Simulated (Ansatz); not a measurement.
Runs of Ansatz 0.2.0 on Sb. The typed cell holds 1 atom: a = 3.520 Å, b = 3.489 Å, c = 3.551 Å, α = 126.62°, β = 127.33°, γ = 78.30°. This isn't the form of Sb at room conditions, which is rhombohedral.

```tsv
task	level	cell	cutoff (eV)	points for each segment of the path	gap on the mesh (eV)	pressure (GPa)
relaxation of cell and atoms	HSEsol	relaxed from: cell sheared at random, sigma 0.01, atoms nudged by 0.01 Å	420	-	none	0.0
single point	r2SCANh	cell sheared at random, sigma 0.01, atoms nudged by 0.01 Å	500	-	none	(a)
band structure	HSEsol	cell sheared at random, sigma 0.01, atoms nudged by 0.01 Å	420	4	none	-1.9
single point	r2SCAN0	cell sheared at random, sigma 0.01, atoms nudged by 0.01 Å	500	-	none	-0.4
```

Alike in all rows: potentials or basis Ansatz PAW; no spin polarisation; k mesh 5 × 5 × 6; smearing fermi-dirac 0.05 eV; the mesh is coarse, so values aren't converged.

**Question.** Fill in the values left out.

**Answer.** (a) 0.7.

Caveats: all runs use coarse meshes; the PAW data sets come from PBE, with cores solved anew for the run's functional, which leaves a small shift of forces and pressure; the thresholds are loose for stress (some runs); the plane-wave basis is chosen anew once the cell has moved, so the energies of steps on either side of that aren't comparable (some runs); spin-orbit coupling is left out, which moves the levels of the heavy elements (some runs).

A k mesh can miss the band edges, and the runs leave out spin-orbit coupling on Sb.

A gap of «none» marks a metal or a gap under the smearing width.
